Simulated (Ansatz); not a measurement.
Input and output for CoSi (rocksalt type): DFT, LDA, all-electron LAPW, scalar-relativistic (Ansatz 0.2.0). This run: volume at 0.64 of the series' base cell.

The cell comes from a relaxation on PAW files under the same functional, begun from a prototype that needn't be the stable phase.

Command: `ansatz run input.yaml --threads 1 --pin off --max-ram 2048MiB --backend cpu --events-out ev --progress --plain --runs-dir out` It took 11 s on 1 thread of Intel(R) Xeon(R) Platinum 8488C (Sapphire Rapids), on a shared host, peak memory 0.46 GiB.

```yaml
crystal:
  lattice:
    - [0.0, 1.969172882, 1.969172882]
    - [1.969172882, 0.0, 1.969172882]
    - [1.969172882, 1.969172882, 0.0]
  atoms:
    - { symbol: Co, position: [0.0, 0.0, 0.0] }
    - { symbol: Si, position: [0.5, 0.5, 0.5] }
kpoints:
  mp_grid: { grid: [14, 14, 14] }
scf:
  occupations: { method: fermi_dirac, width: 0.1 }
hamiltonian:
  xc: lda
  pseudopotentials: { kind: all_electron, lapw: { basis_error: 0.001 } }
output:
  forces: true
  stress: true
  eigenvalues: true
  populations: true
```

Output:

```
Co: projections on atomic orbitals take those of the free atom 1s2 2s2 2p6 3s2 3p6 3d7 4s2, of charge +0.00 (hamiltonian.pseudopotentials.projection_atoms)
Si: projections on atomic orbitals take those of the free atom 1s2 2s2 2p6 3s2 3p2, of charge +0.00 (hamiltonian.pseudopotentials.projection_atoms)
LAPW: plane waves up to 10.835 Å⁻¹, error target 1.0e-3 eV per atom; small_component_spin mean_spin; Si in spheres of 0.912 Å, 12 of its electrons in bands, Dirac shells []; Co in spheres of 1.058 Å, 17 of its electrons in bands, Dirac shells [] (how accurate: hamiltonian.pseudopotentials.lapw.basis_error, Limitations)
Engine: ansatz 0.2.0
Pseudopotentials: kind: all_electron
Pseudopotential: Co, LAPW, valence charge 17, lapw/all_electron/scalar/gaussian/Co, Koelling and Harmon's equation, gaussian nucleus
Pseudopotential: Si, LAPW, valence charge 12, lapw/all_electron/scalar/gaussian/Si, Koelling and Harmon's equation, gaussian nucleus
Functional definition: SPW92
  exchange = slater_x
  correlation = pw_c
Crystal: 2 atoms, lattice volume = 15.271 Å³
Basis set: ecut = 447.313994589866 eV, 331 PW (Γ), exchange–correlation at level 2
Bands: 19, of which v1, the nominal top of the filled ones, is band 15 counted from 1 (14 counted from 0)
Symmetry: 48 space group operations
Space group: Fm-3m (ITA 225), of the structure as read, at distance tolerance 2.5e-5 Å
k-points: 104 of 2744
Non-local potential: Co, projectors of the file, none
Non-local potential: Si, projectors of the file, none
Initial density: superposition of atomic densities (chi_scale 0.1, normalization cell, long waves kept (reshape's long-wave potential 0.00 eV rms))
Initial wavefunctions: plane waves of lowest kinetic energy (no species holds an atomic orbital)
Functional: x = slater, c = lda
iter 1 solved again at ethr=2.54e-3 eV; its pass at ethr=1.00e-1 eV (dr2=7.36e-1 eV) is discarded
SCF iter   1: F=—  HF=-45715.964123 eV  |F-HF|=—  |Δ(HF+E_count)|=         —  Δρ=7.18e-2  dr2=7.34e-1  ethr=2.54e-3  ⟨swp⟩=2.0  Hψ=13000  notcnv=0
preconditioner: auto → none  [metal: Δε(μ)=0.085 eV  Ē_g=13.077 eV  σ=0.100 eV  W_gap=0.20  n_scr=8 (ndim 8)  ℏωp=34.3 eV  f_vac=0.000  D(μ)=0.66/eV (n_scr^D=8)  sad-step TF]
SCF iter   2: F=—  HF=-45716.005177 eV  |F-HF|=—  |Δ(HF+E_count)|=   4.11e-2  Δρ=3.41e-2  dr2=8.57e-2  ethr=2.53e-3  ⟨swp⟩=2.6  Hψ=5798  notcnv=0
SCF iter   3: F=—  HF=-45715.628585 eV  |F-HF|=—  |Δ(HF+E_count)|=   3.77e-1  Δρ=1.83e-2  dr2=3.96e-2  ethr=2.96e-4  ⟨swp⟩=3.0  Hψ=5948  notcnv=0
iter 4 solved again at ethr=5.29e-6 eV; its pass at ethr=1.36e-4 eV (dr2=1.53e-3 eV) is discarded
SCF iter   4: F=—  HF=-45715.599963 eV  |F-HF|=—  |Δ(HF+E_count)|=         —  Δρ=3.90e-3  dr2=1.54e-3  ethr=5.29e-6  ⟨swp⟩=2.0  Hψ=9287  notcnv=0
the basis was enlarged: its passes take 84.4 KiB over the memory plan, 1 of 1 planned eigensolver slots
SCF iter   5: F=—  HF=-45715.598511 eV  |F-HF|=—  |Δ(HF+E_count)|=   1.45e-3  Δρ=8.28e-4  dr2=9.29e-5  ethr=5.29e-6  ⟨swp⟩=2.0  Hψ=5292  notcnv=0
SCF iter   6: F=—  HF=-45715.598469 eV  |F-HF|=—  |Δ(HF+E_count)|=   4.22e-5  Δρ=4.56e-5  dr2=1.99e-7  ethr=3.20e-7  ⟨swp⟩=2.0  Hψ=5287  notcnv=0
SCF iter   7: F=-45715.598469 eV  HF=-45715.598469 eV  |F-HF|=2.50e-8  |Δ(HF+E_count)|=   1.48e-7  Δρ=6.81e-6  dr2=6.25e-9  ethr=6.85e-10  ⟨swp⟩=2.7  Hψ=5392  notcnv=0
SCF 1 converged in 7 iterations: F = -45715.598469 eV  dr2 = 6.25e-9
SCF converged after 7 iterations
Free energy (F): -45715.598469 eV
Harris-Foulkes:  -45715.598469 eV  (|F-HF|=2.50e-8)
Internal energy: -45715.574406 eV  (E = F + TS)
E sigma→0 (E₀):  -45715.586437 eV
Entropy (-TS):   -0.024063 eV (-12.031 meV/atom)
Fermi energy:    26.888715 eV
--- Per-component energies (eV) ---
  E_band       = -646.148039
  E_kinetic    = 46337.297905
  E_xc         = -2117.107801
  E_electrostatic = -89935.764510  (all electrons and nuclei)
  E_smearing   = -0.024063  (= −TS)
  E_closure    = 0.000000  (closes the sum)
  E_atoms      = -45704.074701  (free atoms, spherical and without spin; not in F)
  Σ components = -45715.598469   (vs F -45715.598469, Δ=0.00e0)
  Basis errors (estimates in eV, not in F): energy 3.8e-4 per atom: plane waves 3.3e-4 (1.8e-4 summed), levels above the bands 2.9e-49, relativity 2.0e-8, radial functions 4.8e-5, core shells 1.5e-7; eigenvalues (radial functions only) 2.6e-6; not estimated: angular momenta, meshes, grids; target (lapw.basis_error) 1.0e-3; muffin-tin radii Si 0.912 Å, Co 1.058 Å
--- Forces (eV/Å), atoms counted from 1 ---
  atom   1  Co    -0.00000000     0.00000000     0.00000000
  atom   2  Si     0.00000000    -0.00000000    -0.00000000
  max |Σ_I F_I| component: 1.87e-30 eV/Å
--- Stress (GPa, compression-positive) ---
      215.146893       0.000000       0.000000
        0.000000     215.146893       0.000000
        0.000000       0.000000     215.146893
  P = ⅓ Tr σ = 215.1469 GPa (2151.469 kbar)
--- Band table (eV; the first three rows and the last of 104) ---
  k-point 0: bands = ["-106.6055", "-68.2153", "-63.4180", "-63.4180", "-63.4180", "-32.0288", "-32.0288", "-32.0288", "10.0123", "22.1769", "22.1769", "22.1769", "22.6212", "22.6212", "34.1872", "34.1872", "34.1872", "39.0488", "40.2808"]
  k-point 1: bands = ["-106.6055", "-68.2150", "-63.4181", "-63.4181", "-63.4178", "-32.0361", "-32.0301", "-32.0301", "10.1673", "22.0429", "22.2203", "22.2203", "22.5847", "22.5847", "33.6028", "34.2935", "34.2935", "38.3042", "40.3213"]
  k-point 2: bands = ["-106.6053", "-68.2143", "-63.4182", "-63.4182", "-63.4171", "-32.0565", "-32.0337", "-32.0337", "10.6269", "21.6551", "22.1582", "22.1582", "22.6855", "22.6855", "32.1586", "34.5603", "34.5603", "37.6204", "40.3360"]
  k-point 103: bands = ["-106.6039", "-68.1979", "-63.4249", "-63.4237", "-63.4170", "-32.1285", "-32.1112", "-32.0880", "17.4203", "19.1151", "19.2755", "21.5016", "25.1076", "25.9313", "26.1182", "26.3642", "28.5326", "38.6932", "40.9861"]
--- Löwdin populations: 2 sites ---
  site symbol       q [e]
     0     Co     26.8286
     1     Si     13.9421
  spilling = 0.005592 (of n_electrons = 41.000000)
```

populations.tsv:

```
# site	symbol	l	j	q
# orbitals = lowdin
# n_electrons = 41.000000
# spilling = 0.005592
# projection_atom_Co: 1s2 2s2 2p6 3s2 3p6 3d7 4s2
# projection_atom_Si: 1s2 2s2 2p6 3s2 3p2
0	Co	0_1S	-	1.999921
0	Co	0_2S	-	1.995888
0	Co	0_3S	-	1.913716
0	Co	0_4S	-	0.530534
0	Co	1_2P	-	5.999940
0	Co	1_3P	-	5.975519
0	Co	2_3D	-	8.413109
1	Si	0_1S	-	1.999647
1	Si	0_2S	-	1.975955
1	Si	0_3S	-	1.175950
1	Si	1_2P	-	5.993682
1	Si	1_3P	-	2.796867
```

Next run (volume at 0.55 of the series' base cell), as changes to the input before:

```diff
   lattice:
-    - [0.0, 1.969172882, 1.969172882]
-    - [1.969172882, 0.0, 1.969172882]
-    - [1.969172882, 1.969172882, 0.0]
+    - [0.0, 1.8721677143, 1.8721677143]
+    - [1.8721677143, 0.0, 1.8721677143]
+    - [1.8721677143, 1.8721677143, 0.0]
   atoms:
   mp_grid: { grid: [14, 14, 14] }
+  band_path:
+    path:
+      - [0.0, 0.0, 0.0]
+      - [0.5, 0.0, 0.5]
+      - [0.625, 0.25, 0.625]
+      - [0.375, 0.375, 0.75]
+      - [0.0, 0.0, 0.0]
+      - [0.5, 0.5, 0.5]
+      - [0.5, 0.25, 0.75]
+      - [0.5, 0.0, 0.5]
+    npoints: 8
 scf:
   populations: true
+  dos: { projected: true, de: 0.2, e_range: [-14, 8] }
```

Results part of the output:

```
SCF 1 converged in 7 iterations: F = -45711.642395 eV  dr2 = 1.23e-9
NSCF: frozen V_eff on 57 k-points
SCF converged after 7 iterations
Free energy (F): -45711.642395 eV
Harris-Foulkes:  -45711.642395 eV  (|F-HF|=1.16e-10)
Internal energy: -45711.622100 eV  (E = F + TS)
E sigma→0 (E₀):  -45711.632247 eV
Entropy (-TS):   -0.020295 eV (-10.148 meV/atom)
Fermi energy:    31.899505 eV
--- Per-component energies (eV) ---
  E_band       = -525.405676
  E_kinetic    = 46368.214047
  E_xc         = -2123.453597
  E_electrostatic = -89956.382550  (all electrons and nuclei)
  E_smearing   = -0.020295  (= −TS)
  E_closure    = 0.000000  (closes the sum)
  E_atoms      = -45704.074701  (free atoms, spherical and without spin; not in F)
  Σ components = -45711.642395   (vs F -45711.642395, Δ=0.00e0)
  Basis errors (estimates in eV, not in F): energy 3.5e-4 per atom: plane waves 3.3e-4 (1.8e-4 summed), levels above the bands 6.2e-56, relativity 3.0e-8, radial functions 1.3e-5, core shells 7.2e-7; eigenvalues (radial functions only) 1.9e-6; not estimated: angular momenta, meshes, grids; target (lapw.basis_error) 1.0e-3; muffin-tin radii Si 0.869 Å, Co 1.003 Å
--- Forces (eV/Å), atoms counted from 1 ---
  atom   1  Co    -0.00000000     0.00000000     0.00000000
  atom   2  Si     0.00000000    -0.00000000     0.00000000
  max |Σ_I F_I| component: 2.24e-30 eV/Å
--- Stress (GPa, compression-positive) ---
      393.013098      -0.000000      -0.000000
       -0.000000     393.013098       0.000000
       -0.000000       0.000000     393.013098
  P = ⅓ Tr σ = 393.0131 GPa (3930.131 kbar)
--- Band table (eV; the first three rows and the last of 104) ---
  k-point 0: bands = ["-102.1218", "-63.9882", "-58.9144", "-58.9144", "-58.9144", "-27.8138", "-27.8138", "-27.8138", "13.2934", "25.7782", "25.7782", "25.7782", "26.4311", "26.4311", "40.3630", "40.3630", "40.3630", "43.6807", "46.1696"]
  k-point 1: bands = ["-102.1216", "-63.9880", "-58.9144", "-58.9144", "-58.9135", "-27.8271", "-27.8162", "-27.8162", "13.4685", "25.6256", "25.8407", "25.8407", "26.3962", "26.3962", "39.7347", "40.4777", "40.4777", "43.2615", "46.1904"]
  k-point 2: bands = ["-102.1212", "-63.9872", "-58.9147", "-58.9147", "-58.9112", "-27.8645", "-27.8232", "-27.8232", "13.9852", "25.1982", "25.8530", "25.8530", "26.4823", "26.4823", "38.1519", "40.7537", "40.7537", "42.8063", "46.1697"]
  k-point 103: bands = ["-102.1177", "-63.9547", "-58.9293", "-58.9268", "-58.9098", "-27.9924", "-27.9610", "-27.9219", "21.3231", "22.6771", "22.7094", "25.5286", "29.4836", "30.6233", "30.9796", "31.2131", "33.9484", "44.2694", "46.6292"]
--- Löwdin populations: 2 sites ---
  site symbol       q [e]
     0     Co     26.9084
     1     Si     13.8426
  spilling = 0.006074 (of n_electrons = 41.000000)
```

Spin polarisation is left out, though a magnetic state may lie lower.
